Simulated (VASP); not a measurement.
**BaTiO3 under changes of volume**

One of the cells (13.115 Å³/atom); the others are scaled copies at fixed shape and fractional positions:

```
Ba Ti O
1.0
     4.03253    0.00000    0.00000
     0.00000    4.03253    0.00000
     0.00000    0.00000    4.03253
Ba Ti O
1 1 3
Direct
  0.50000 0.50000 0.50000
  0.00000 0.00000 0.00000
  0.00000 0.00000 0.50000
  0.00000 0.50000 0.00000
  0.50000 0.00000 0.00000
```

| Item | Value |
| --- | --- |
| Program | VASP 6.6.1 |
| Functional | PBE |
| Potentials or basis | VASP PAW PBE potentials, release 64 (Ba_sv, Ti_sv, O) |
| Cutoff | 520 eV |
| k mesh | 7 × 7 × 7 |
| Occupations | fermi-dirac, width 0.05 eV |
| Spin | no spin polarisation |

| volume (Å³/atom) | energy over the lowest point (meV/atom) | pressure (GPa) | gap on the mesh (eV) |
| --- | --- | --- | --- |
| 12.086 | 48.99 | 16.0 | 1.93 |
| 12.343 | 26.84 | 11.3 | 1.88 |
| 12.601 | 11.76 | 7.2 | 1.84 |
| 13.115 | 0.00 | 0.1 | 1.76 |
| 13.372 | 2.06 | -2.9 | 1.72 |
| 13.629 | ? | ? | ? |

Task: What does the run at 13.629 Å³/atom give?

Result: Energy over the lowest point 8.71 meV/atom; pressure -5.6 GPa; gap on the mesh 1.68 eV.

Worked out: A Birch-Murnaghan fit of order 3 (a polynomial in V^(-2/3)) to the other rows has its minimum at 13.14 Å³/atom with B0 = V·E''(V) = 160 GPa and B' = 4.6. It gives 8.66 meV/atom at 13.629 Å³/atom, against the run's 8.71, and -dE/dV = -5.4 GPa, against -5.6. A straight line through the other rows of the gap, of slope -2.05 eV per unit of ln V, extrapolates to 1.68 eV, against the run's 1.68.

Energies are extrapolated to zero smearing.

Caveats: spin-orbit coupling is left out, which moves the levels of the heavy elements; an odd mesh through Γ misses points on the zone boundary, where band edges often lie.
